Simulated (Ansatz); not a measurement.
# Tl: an axial (c/a) deformation path

One table from this session's results is given with a row withheld; the runs are named, their logs left out.

Program: Ansatz 0.2.0. Level of theory: DFT PBE, scalar-relativistic, plane waves, PAW. These are calculated values, not measurements.

## The system as given

It takes space group P6_3/mmc (No. 194, hexagonal). The conventional cell has a = 3.456 Å, b = 3.456 Å, c = 5.525 Å, α = 90.00°, β = 90.00°, γ = 120.00°. Tl (site symmetry -6m2) has 12 Tl at 3.41 to 3.46 Å in its first shell of neighbours.

As a file:

```cif
data_structure
_symmetry_space_group_name_H-M 'P6_3/mmc'
_symmetry_Int_Tables_number 194
_cell_length_a 3.4560
_cell_length_b 3.4560
_cell_length_c 5.5250
_cell_angle_alpha 90.000
_cell_angle_beta 90.000
_cell_angle_gamma 120.000
_cell_volume 57.15
loop_
_atom_site_label
_atom_site_type_symbol
_atom_site_symmetry_multiplicity
_atom_site_Wyckoff_symbol
_atom_site_fract_x
_atom_site_fract_y
_atom_site_fract_z
_atom_site_occupancy
Tl1 Tl 2 c 0.33333 0.66667 0.25000 1
```

The structure comes from the Crystallography Open Database.

Set-up of the first run:

Contents of input.yaml:

```yaml
crystal:
  lattice:
    - [3.4559983565, 0.0, 0.0]
    - [-1.7279991783, 2.9929823722, 0.0]
    - [0.0, 0.0, 5.525]
  atoms:
    - { symbol: Tl, position: [0.3333333333, 0.6666666667, 0.25] }
    - { symbol: Tl, position: [0.6666666667, 0.3333333333, 0.75] }
basis:
  ecutwfc: 420
kpoints:
  mp_grid: { grid: [6, 6, 4] }
hamiltonian:
  xc: pbe
scf:
  occupations: { method: gaussian, width: 0.1 }
output:
  forces: true
  stress: true
  eigenvalues: true
```

The run is started by

```bash
$ ansatz run input.yaml --threads 1 --pin off --max-ram 2560MiB --backend cpu --events-out ev --progress --plain --runs-dir out
```

Among the steps run: A first look at the start; Zero of the scan; Point ρ = 0.850; ρ = 1.200; At ρ = 0.920; At ρ = 1.100; At ρ = 0.960; ρ = 1.050; ρ = 0.800; At ρ = 1.300.

One table of the session follows, with a row left open; its other results are not shown here.

The scan, with free energies counted from the undisturbed cell:

```
    ρ  ΔE (meV/atom)  pressure (GPa)
0.800           64.3             4.6
0.850           37.7             4.1
0.920           13.0             3.6
0.960            3.4             3.4
1.000            0.0             3.2
1.050              ?               ?
1.100           17.4             3.3
1.200           64.3             4.2
1.300          138.1             5.7
```

Estimate the missing values for ρ = 1.050.

Worked estimate for «ΔE (meV/atom)». A straight line through the neighbours (1.000, 0.0) and (1.100, 17.4) gives 0.0 + (17.4 − 0.0) × (1.050 − 1.000) / (1.100 − 1.000) = 8.7; a parabola fitted to 4 rows on both sides gives 5.0.

**Answer.** ΔE (meV/atom): 5.7; pressure (GPa): 3.2. In «ΔE (meV/atom)» the line misses by +3.0 and the parabola by -0.7.
